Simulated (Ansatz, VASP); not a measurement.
One calculation of P, two programs

```xyz
1
Lattice="-1.5613 1.5613 1.5613 1.5613 -1.5613 1.5613 1.5613 1.5613 -1.5613" Properties=species:S:1:pos:R:3 pbc="T T T"
P     0.0000    0.0000    0.0000
```

The cell was built by a generator and needn't be a form met in nature.

Alike in both runs: task relaxation of cell and atoms; functional PBE; k mesh 14 × 14 × 14; occupations fermi-dirac, width 0.1 eV; no spin polarisation.

|  | VASP | Ansatz |
| --- | --- | --- |
| version | VASP 6.6.1 | Ansatz 0.2.0 |
| potentials or method | VASP PAW PBE potentials, release 64 (P) | plane waves (420 eV) with PAW, scalar-relativistic |
| plane-wave cutoff (eV) | 600 | 420 |
| valence electrons in the cell | 5 | 5 |

```tsv
	VASP	Ansatz	Ansatz less VASP
relaxed volume (Å³/atom)	14.20	14.23	+0.029
relaxed cell length with the largest relative difference (Å)	2.642	2.644	+0.0018
energy change over the relaxation (meV/atom)	-20	-19	+0.9
```
